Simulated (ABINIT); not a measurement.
Runs of ABINIT 10.8.3 (patched build) on SnO. It takes space group P4/nmm (No. 129, tetragonal). The conventional cell has a = 3.814 Å, b = 3.814 Å, c = 4.887 Å, α = 90.00°, β = 90.00°, γ = 90.00°. Sn (site symmetry 4mm) is surrounded by 4 O at 2.23 Å. O (site symmetry -4m2) is surrounded by 4 Sn at 2.23 Å. The cell is a database's computed one.

```csv
task,level,potentials or basis,k mesh,cutoff (eV),smearing,stop of the response cycle (tolvrs),acoustic sum rule (asr),scissor shift (eV),valence bands,conduction bands,mesh quality,gap on the mesh (eV),pressure (GPa),largest force (eV/Å)
single point,PBEsol,PseudoDojo NC SR PBEsol v0.4.1 standard,5 × 5 × 4,1143,fermi-dirac 0.05 eV,-,-,-,-,-,not flagged,0.54,0.1,0.15
dielectric tensor,PBEsol,PseudoDojo NC SR PBEsol v0.4.1 standard,"4 × 4 × 4, shifted",1143,fixed,1e-09,1,-,-,-,coarse,-,0.0,0.14
optical spectrum by the Bethe-Salpeter equation,PBE,PseudoDojo NC SR PBE v0.4.1 standard,"4 × 4 × 4, shifted",952,fixed,-,-,0.5,3,4,coarse,-,-,0.45
optical spectrum by the Bethe-Salpeter equation,PBEsol,PseudoDojo NC SR PBEsol v0.4.1 standard,"4 × 4 × 4, shifted",1143,fixed,-,-,0,4,3,coarse,-,0.1,(a)
single point,PBE,PseudoDojo NC SR PBE v0.4.1 standard,5 × 5 × 4,952,fermi-dirac 0.05 eV,-,-,-,-,-,not flagged,(b),-,0.45
dielectric tensor,PBE,PseudoDojo NC SR PBE v0.4.1 standard,"4 × 4 × 4, shifted",952,fixed,1e-09,1,-,-,-,coarse,-,-,0.44
```

Alike in all rows: no spin polarisation; cell as given.

Task: Fill in the values left out.

Result: (a) 0.16; (b) 0.56.

Caveats: some runs use coarse meshes; spin-orbit coupling is left out, which moves the levels of the heavy elements (some runs); an odd mesh through Γ misses points on the zone boundary, where band edges often lie (some runs); spectra need much finer meshes, so this one isn't converged (some runs); the scissor shift was typed, not computed (some runs).

A k mesh can miss the band edges, and the runs leave out spin-orbit coupling on Sn.
